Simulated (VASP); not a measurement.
The system is GaSb.

```
CELL_PARAMETERS angstrom
0.00000 3.05900 3.05900
3.05900 0.00000 3.05900
3.05900 3.05900 0.00000
ATOMIC_POSITIONS crystal
Sb 0.75000 0.75000 0.75000
Ga 0.00000 0.00000 0.00000
```

| Item | Value |
| --- | --- |
| Program | VASP 6.6.1 |
| Task | relaxation of cell and atoms |
| Functional | vdW-DF |
| Potentials or basis | VASP PAW PBE potentials, release 64 (Sb, Ga_d) |
| Cutoff | 600 eV |
| k mesh | 8 × 8 × 8 |
| Occupations | fermi-dirac, width 0.05 eV |
| Spin | no spin polarisation |

At the start: pressure 4.8 GPa; volume 28.62 Å³/atom.

How do energy, volume and symmetry change on relaxing?

Over 3 steps the energy falls by 40.9 meV/atom and the volume is 31.62 Å³/atom (+10.5 %); space group F-43m (No. 216, to 0.05 Å).

The path:
| step | energy change (eV) | largest force (eV/Å) | pressure (GPa) | volume (Å³) |
| --- | --- | --- | --- | --- |
| 1 | 0.0000 | 0.0000 | 4.82 | 57.25 |
| 2 | -0.0780 | 0.0000 | -0.76 | 64.68 |
| 3 | -0.0817 | 0.0000 | -0.04 | 63.24 |

Final structure:
```
CELL_PARAMETERS angstrom
0.00000 3.16215 3.16215
3.16215 0.00000 3.16215
3.16215 3.16215 0.00000
ATOMIC_POSITIONS crystal
Sb 0.75000 0.75000 0.75000
Ga 0.00000 0.00000 0.00000
```

Caveat: the PAW data sets were made with another functional, which shifts forces and pressure a little; the volume moved by +10 % from the deposited cell, more than functionals usually miss.
